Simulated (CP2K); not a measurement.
Ag, 1 atom in the cell. The structure is cubic, space group Fm-3m (No. 225). Conventional cell: a = 4.085 Å, b = 4.085 Å, c = 4.085 Å, α = 90.00°, β = 90.00°, γ = 90.00°. Around Ag (site symmetry m-3m) lie 12 Ag at 2.89 Å. 

```yaml
Program: CP2K 2026.2
Task: atomic charges
Functional: PBE
Potentials_or_basis: GTH_POTENTIALS Ag GTH-PBE-q11; TZVP-MOLOPT-SR-GTH basis
Density_cutoff: 6123 eV
k_mesh: 11 × 11 × 11
Occupations: fermi-dirac, width 0.05 eV
Spin: no spin polarisation
SCF_solver: diagonalisation with k points
Quickstep_method: GPW
EPS_DEFAULT: 1.0E-9
EPS_SCF: 1.0E-6
MAX_SCF: 100
SCF_GUESS: ATOMIC
k_points_reduced_by_the_point_group: yes
Mesh_centred_on_Gamma: yes
CHOLESKY: OFF
EPS_EIGVAL: 1.0E-7
MIXING_METHOD: BROYDEN_MIXING
MIXING_ALPHA: 0.4
NBUFFER: 8
NGRIDS: 4
Basis_sets: Ag TZVP-MOLOPT-SR-GTH-q11
Potentials: Ag GTH-PBE-q11 of GTH_POTENTIALS
ADDED_MOS: "[11]"
Hirshfeld_SHAPE_FUNCTION: DENSITY
VORONOI_RADII: UNITY
REL_CUTOFF_Ry: 60 Ry
MIXING_BETA_1/bohr: 1.5 1/bohr
CUTOFF_of_the_grids: 450 Ry
```

Potentials or basis: GTH_POTENTIALS Ag GTH-PBE-q11; TZVP-MOLOPT-SR-GTH basis.

Launch:

```bash
$ OMP_NUM_THREADS=1 cp2k.psmp -i ag_charges.inp -o ag_charges.out
```

Hardware: 1 thread of Intel(R) Xeon(R) 6975P-C (Granite Rapids), with other jobs on the host.

**Question.** How long does it take, and how much memory?

**Answer.** Wall time 71 s on 1 thread of Intel(R) Xeon(R) 6975P-C (Granite Rapids), with other jobs on the host, peak memory 0.33 GiB. Counts: scf iterations 12, k points 56, basis 34, bands 17, force evaluations 1.
